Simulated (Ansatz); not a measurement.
# InSb: stress in a strained cell

InSb is deformed so: equal xx and yy strain of +2 %. What stress and forces result, by LAPW, PAW and all-electron datasets made for the crystal?

Method: DFT PBE, scalar-relativistic, in Ansatz 0.2.0.

## 1. The structure to begin with

The structure is orthorhombic, space group Pmmn (No. 59). Conventional cell: a = 5.357 Å, b = 5.712 Å, c = 3.063 Å, α = 90.00°, β = 90.00°, γ = 90.00°. In (site symmetry mm2) has 4 Sb at 2.73 to 2.90 Å and 2 In at 3.06 Å as nearest neighbours. Sb (site symmetry mm2) is surrounded by 4 In at 2.73 to 2.90 Å and 2 Sb at 3.06 Å.

As a file:

```
In Sb
1.0
     5.35700    0.00000    0.00000
     0.00000    5.71200    0.00000
     0.00000    0.00000    3.06300
In Sb
2 2
Direct
  0.00000 0.00000 0.00000
  0.50000 0.50000 0.00000
  0.50000 0.00000 0.83500
  0.00000 0.50000 0.16500
```

Atoms are numbered in the order of the input: In1, In2, Sb3, Sb4.

## 2. The deformed structure

Space group Pmmn before, Pmmn after.

## 3. LAPW, all electrons

Input file input.yaml:

```yaml
crystal:
  lattice:
    - [5.46414, 0.0, 0.0]
    - [0.0, 5.82624, 0.0]
    - [0.0, 0.0, 3.063]
  atoms:
    - { symbol: In, position: [0.0, 0.0, 0.0] }
    - { symbol: In, position: [0.5, 0.5, 0.0] }
    - { symbol: Sb, position: [0.5, 0.0, 0.835] }
    - { symbol: Sb, position: [0.0, 0.5, 0.165] }
kpoints:
  mp_grid: { grid: [6, 6, 11] }
  band_path:
    path:
      - [0.0, 0.0, 0.0]
      - [0.5, 0.0, 0.0]
      - [0.5, 0.5, 0.0]
      - [0.0, 0.5, 0.0]
      - [0.0, 0.0, 0.0]
      - [0.0, 0.0, 0.5]
      - [0.5, 0.0, 0.5]
      - [0.5, 0.5, 0.5]
      - [0.0, 0.5, 0.5]
    npoints: 5
scf:
  occupations: { method: fermi_dirac, width: 0.08 }
hamiltonian:
  xc: pbe
  pseudopotentials: { kind: all_electron, lapw: { basis_error: 0.001 } }
output:
  forces: true
  stress: true
  eigenvalues: true
```

Command:

```sh
$ ansatz run input.yaml --threads 1 --pin off --max-ram 4096MiB --backend cpu --events-out ev --progress --plain --runs-dir out
```

## 4. PAW with frozen cores

Input file input.yaml:

```yaml
crystal:
  lattice:
    - [5.46414, 0.0, 0.0]
    - [0.0, 5.82624, 0.0]
    - [0.0, 0.0, 3.063]
  atoms:
    - { symbol: In, position: [0.0, 0.0, 0.0] }
    - { symbol: In, position: [0.5, 0.5, 0.0] }
    - { symbol: Sb, position: [0.5, 0.0, 0.835] }
    - { symbol: Sb, position: [0.0, 0.5, 0.165] }
kpoints:
  mp_grid: { grid: [6, 6, 11] }
scf:
  occupations: { method: fermi_dirac, width: 0.08 }
hamiltonian:
  xc: pbe
  pseudopotentials: { kind: paw }
output:
  forces: true
  stress: true
  eigenvalues: true
  efg: { contact_densities: true }
  write_density: true
  write_potential: true
  elf: true
  volumetric_format: npy
```

## 5. All-electron PAW on datasets made for the crystal

input.yaml: that of step 4 with these lines changed.

```diff
@@ -16,3 +16,3 @@
   xc: pbe
-  pseudopotentials: { kind: paw }
+  pseudopotentials: { kind: all_electron, datasets: crystal }
 output:
@@ -22,5 +22 @@
   efg: { contact_densities: true }
-  write_density: true
-  write_potential: true
-  elf: true
-  volumetric_format: npy
```

(Steps that only read results are left out.)

What does the calculation give? Wanted: pressure; largest shear or deviatoric stress.

**Answer**, as computed:

```
                                 quantity                                              value
                                 pressure  LAPW 13.03, PAW 13.02, crystal datasets 13.03 GPa
largest shear or deviatoric stress (LAPW)                                           9.23 GPa
```

**Reading.** The largest part of the stress beyond the pressure is 9.23 GPa in size, in the xx component; the atoms are carried along and not relaxed. No run of the undeformed cell stands beside it, so the pressure holds what the given cell had before the change. PAW: stress within 0.01 GPa of LAPW, forces within 1 meV/Å. Crystal datasets: stress within 0.01 GPa of LAPW, forces within 1 meV/Å. Spin-orbit coupling is left out, though the cell holds Sb; in elements this heavy it can shift bands and gaps by tenths of an eV.
